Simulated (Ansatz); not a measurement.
## Bands of KF

```yaml
crystal:
  lattice:
    - [0.00000, 2.97480, 2.97480]
    - [2.97480, 0.00000, 2.97480]
    - [2.97480, 2.97480, 0.00000]
  atoms:
    - { symbol: K, position: [0.00000, 0.00000, 0.00000] }
    - { symbol: F, position: [0.25000, 0.25000, 0.25000] }
```

Atoms are numbered in the order listed.

The structure comes from a relaxation in the same program, started in the zincblende type, and has space group F-43m. Whether it is a known phase or the ground state wasn't checked.

Method: DFT, PBE, all-electron LAPW, scalar-relativistic (Ansatz 0.2.0).

Sampling and basis: a Γ-centred 11×11×11 k mesh, Fermi–Dirac smearing of 0.05 eV, basis error target 0.25 meV/atom, no spin polarisation.

Points in fractions of the reciprocal vectors of this cell: Γ (0, 0, 0), X (-0.5, -0.5, 0), U (-0.375, -0.375, 0.25), K (-0.375, 0, 0.375), L (0, 0, 0.5), W (-0.5, -0.25, 0.25). The path joins them by straight lines in the order Γ–X–U–K–Γ–L–W–X; legs that retrace an earlier one aren't tabulated. Energies are in eV from the top of the valence band.

(1) Metal or insulator at this level of theory?

(2) Tabulate bands 8 to 14, counted from the lowest band of the run, along the path.

## Answers

(1) An insulator or semiconductor: gap 5.06 eV, indirect from X (-0.5, -0.5, 0) to Γ.

(2) 
| k (1/Å) | point | band 8 | band 9 | band 10 | band 11 | band 12 | band 13 | band 14 |
| --- | --- | --- | --- | --- | --- | --- | --- | --- |
| 0.00 | Γ | -9.71 | -9.71 | -0.18 | -0.18 | -0.18 | 5.06 | 11.57 |
| 0.26 |  | -9.73 | -9.72 | -0.24 | -0.16 | -0.16 | 5.46 | 10.72 |
| 0.53 |  | -9.77 | -9.73 | -0.33 | -0.09 | -0.09 | 6.48 | 9.58 |
| 0.79 |  | -9.81 | -9.73 | -0.40 | -0.03 | -0.03 | 7.59 | 8.72 |
| 1.06 | X | -9.82 | -9.74 | -0.41 | 0.00 | 0.00 | 8.15 | 8.29 |
| 1.15 |  | -9.82 | -9.73 | -0.41 | -0.01 | 0.00 | 8.15 | 8.31 |
| 1.24 |  | -9.82 | -9.72 | -0.38 | -0.02 | -0.01 | 8.15 | 8.37 |
| 1.34 |  | -9.81 | -9.70 | -0.35 | -0.04 | -0.02 | 8.13 | 8.49 |
| 1.43 | U | -9.80 | -9.70 | -0.31 | -0.07 | -0.03 | 8.09 | 8.65 |
| 1.59 |  | -9.80 | -9.69 | -0.27 | -0.11 | -0.02 | 8.08 | 8.72 |
| 1.75 |  | -9.81 | -9.68 | -0.24 | -0.15 | -0.02 | 8.08 | 8.74 |
| 1.91 |  | -9.80 | -9.69 | -0.27 | -0.11 | -0.02 | 8.08 | 8.72 |
| 2.08 | K | -9.80 | -9.70 | -0.31 | -0.07 | -0.03 | 8.09 | 8.65 |
| 2.36 |  | -9.77 | -9.70 | -0.22 | -0.14 | -0.08 | 7.67 | 9.37 |
| 2.64 |  | -9.74 | -9.72 | -0.26 | -0.13 | -0.12 | 6.59 | 10.23 |
| 2.92 |  | -9.72 | -9.72 | -0.22 | -0.17 | -0.16 | 5.51 | 11.05 |
| 3.20 | Γ | -9.71 | -9.71 | -0.18 | -0.18 | -0.18 | 5.06 | 11.57 |
| 3.42 |  | -9.72 | -9.72 | -0.21 | -0.17 | -0.17 | 5.36 | 11.26 |
| 3.65 |  | -9.74 | -9.74 | -0.25 | -0.14 | -0.14 | 6.15 | 10.72 |
| 3.88 |  | -9.75 | -9.75 | -0.26 | -0.11 | -0.11 | 7.15 | 9.75 |
| 4.11 | L | -9.76 | -9.76 | -0.26 | -0.10 | -0.10 | 7.87 | 9.01 |
| 4.30 |  | -9.76 | -9.73 | -0.25 | -0.11 | -0.09 | 7.90 | 9.02 |
| 4.48 |  | -9.78 | -9.70 | -0.24 | -0.14 | -0.06 | 7.97 | 8.97 |
| 4.67 |  | -9.81 | -9.68 | -0.24 | -0.15 | -0.02 | 8.08 | 8.74 |
| 4.86 | W | -9.83 | -9.68 | -0.24 | -0.16 | 0.00 | 8.18 | 8.56 |
| 4.99 |  | -9.82 | -9.68 | -0.29 | -0.11 | 0.00 | 8.18 | 8.51 |
| 5.12 |  | -9.82 | -9.70 | -0.35 | -0.06 | 0.00 | 8.17 | 8.41 |
| 5.25 |  | -9.82 | -9.72 | -0.40 | -0.02 | 0.00 | 8.16 | 8.32 |
| 5.39 | X | -9.82 | -9.74 | -0.41 | 0.00 | 0.00 | 8.15 | 8.29 |
